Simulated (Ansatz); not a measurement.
The following input was run with Ansatz 0.2.0.

```yaml
crystal:
  lattice:
    - [0.0, 2.466341233, 2.466341233]
    - [2.466341233, 0.0, 2.466341233]
    - [2.466341233, 2.466341233, 0.0]
  atoms:
    - { symbol: Tl, position: [0.0, 0.0, 0.0] }
basis:
  ecutwfc: 420
kpoints:
  mp_grid: { grid: [14, 14, 14] }
hamiltonian:
  xc: pbe
  dispersion: d3bj
scf:
  occupations: { method: gaussian, width: 0.1 }
output:
  forces: true
  stress: true
  eigenvalues: true
  populations: true
  write_density: true
  write_potential: true
  elf: true
  volumetric_format: npy
```

Command:
```bash
ansatz run input.yaml --threads 1 --pin off --max-ram 2560MiB --backend cpu --events-out ev --progress --plain --runs-dir out
```

Method: DFT PBE+D3(BJ), scalar-relativistic, plane waves, PAW in Ansatz.

Part of what the program printed, abridged:

```
Pseudopotentials: kind: paw
Pseudopotential: Tl, paw, valence charge 13, recommended cutoff 420 eV (normal)
Functional definition: PBE
Crystal: 1 atom, lattice volume = 30.005 Å³
Basis set: ecut = 420 eV, 561 PW (Γ), exchange–correlation on 48×48×48 points (8 copies of the dense FFT grid, shifted against one another)
Bands: 11, of which v1, the nominal top of the filled ones, is band 7 counted from 1 (6 counted from 0)
Symmetry: 48 space group operations
Space group: Fm-3m (ITA 225), of the structure as read, at distance tolerance 3.1e-5 Å
k-points: 104 of 2744
Initial density: superposition of atomic densities (neutral atoms: chi_scale 0, normalization atom), corrected by the library's trained network
Initial wavefunctions: pseudopotential atomic-orbital guess
Functional: x = pbe(κ = 0.804, μ = 0.21951497), c = pbe(β = 0.06672455)
SCF iter   1: F=—  HF=-11444.455977 eV  |F-HF|=—  |Δ(HF+E_count)|=         —  Δρ=5.70e-4  dr2=1.08e-4  ethr=1.77e-3  ⟨swp⟩=5.3  Hψ=7199  notcnv=0
SCF iter   2: F=—  HF=-11444.455447 eV  |F-HF|=—  |Δ(HF+E_count)|=   5.30e-4  Δρ=5.10e-4  dr2=7.65e-5  ethr=8.34e-7  ⟨swp⟩=2.0  Hψ=2597  notcnv=0
SCF iter   3: F=—  HF=-11444.455459 eV  |F-HF|=—  |Δ(HF+E_count)|=   1.16e-5  Δρ=2.28e-4  dr2=1.09e-5  ethr=5.88e-7  ⟨swp⟩=2.4  Hψ=1791  notcnv=0
SCF iter   4: F=—  HF=-11444.455460 eV  |F-HF|=—  |Δ(HF+E_count)|=   1.63e-6  Δρ=1.05e-4  dr2=4.45e-6  ethr=8.41e-8  ⟨swp⟩=2.0  Hψ=1757  notcnv=0
SCF iter   5: F=—  HF=-11444.455459 eV  |F-HF|=—  |Δ(HF+E_count)|=   1.54e-6  Δρ=3.08e-5  dr2=1.94e-7  ethr=3.43e-8  ⟨swp⟩=2.4  Hψ=1812  notcnv=0
SCF iter   6: F=-11444.455459 eV  HF=-11444.455459 eV  |F-HF|=7.59e-9  |Δ(HF+E_count)|=   3.38e-8  Δρ=9.30e-6  dr2=1.95e-8  ethr=7.69e-10  ⟨swp⟩=7.4  Hψ=5524  notcnv=0
SCF 1 converged in 6 iterations: F = -11444.455459 eV  dr2 = 1.95e-8
SCF converged after 6 iterations
Free energy (F): -11444.455459 eV
Harris-Foulkes:  -11444.455459 eV  (|F-HF|=7.59e-9)
Internal energy: -11444.452160 eV  (E = F + TS)
E sigma→0 (E₀):  -11444.453809 eV
Entropy (-TS):   -0.003299 eV (-3.299 meV/atom)
Fermi energy:    9.721762 eV
--- Per-component energies (eV) ---
  E_band       = -0.059375
  E_kinetic    = 333.474239
  E_local      = -902.024615  (includes V_loc(G=0)·N_el)
  E_nonlocal   = 317.124213
  E_hartree    = 333.047360
  E_xc         = -230.652141
  E_vxc        = -142.034014  (∫ρ·V_xc dr)
  E_paw        = -10164.123581  (= ΣΔE_a)
  E_vpaw       = -272.696186  (= ΣTr[D̂ρ^β])
  E_aug_tail   = 0.000034  (compensation charges beyond the density's cutoff)
  E_ewald      = -1130.971406
  E_disp       = -0.326263  (pairwise vdW)
  E_smearing   = -0.003299  (= −TS)
--- Forces (eV/Å), atoms counted from 1 ---
  atom   1  Tl     0.00000000     0.00000000     0.00000000
--- Stress (GPa, compression-positive) ---
       -0.672020       0.000000       0.000000
        0.000000      -0.672020       0.000000
        0.000000       0.000000      -0.672020
  P = ⅓ Tr σ = -0.6720 GPa (-6.720 kbar)
--- Band table (eV; the first three rows and the last of 104) ---
  k-point 0: bands = ["-1.8138", "-1.8138", "-1.8138", "-1.5697", "-1.5697", "0.0235", "19.6201", "19.6201", "19.6201", "20.6120", "23.5124"]
  k-point 1: bands = ["-1.8170", "-1.8015", "-1.8015", "-1.5715", "-1.5715", "0.1282", "18.3534", "19.4990", "19.4990", "20.5283", "23.8771"]
  k-point 2: bands = ["-1.8310", "-1.7736", "-1.7736", "-1.5696", "-1.5696", "0.4481", "16.0910", "19.1842", "19.1842", "20.4531", "23.9380"]
  k-point 103: bands = ["-1.8649", "-1.8403", "-1.6578", "-1.5010", "-1.2924", "6.1177", "9.6565", "10.7441", "11.8930", "22.0238", "22.6056"]
--- Löwdin populations: 1 site ---
  site symbol q [e]
     0     Tl     12.9828
  spilling = 0.001327 (of n_electrons = 13.000000)
```

Self-consistency was reached.

Time: 1.9 s on 1 thread of Arm Neoverse V2, on a shared host, peak memory 0.3 GiB.

Spin–orbit coupling is left out, which can shift energies with elements as heavy as these.